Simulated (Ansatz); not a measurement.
The system is Te.

```xyz
3
Lattice="4.4540 0.0000 0.0000 -2.2270 3.8573 0.0000 0.0000 0.0000 5.9240" Properties=species:S:1:pos:R:3 pbc="T T T"
Te    1.6279    2.8197    0.0000
Te   -0.5991    1.0376    3.9493
Te    1.1981    0.0000    1.9747
```

Base run:

```yaml
Program: Ansatz 0.2.0
Functional: LDA
Potentials_or_basis: all-electron LAPW, scalar-relativistic
Cutoff: 216 eV (chosen from the basis error)
Basis_error_allowed: 0.002 eV/atom
k_mesh: 7 × 7 × 5
Occupations: fermi-dirac, width 0.05 eV
Spin: no spin polarisation
```

Its results: pressure -1.9 GPa; largest force 0.053 eV/Å.

Task: The run is repeated on the same cell with these changes: functional from LDA to PBEsol. What comes out?

Result: Pressure -0.9 GPa; largest force 0.099 eV/Å.

PBEsol binds less tightly than LDA, so the same cell stands under more pressure.
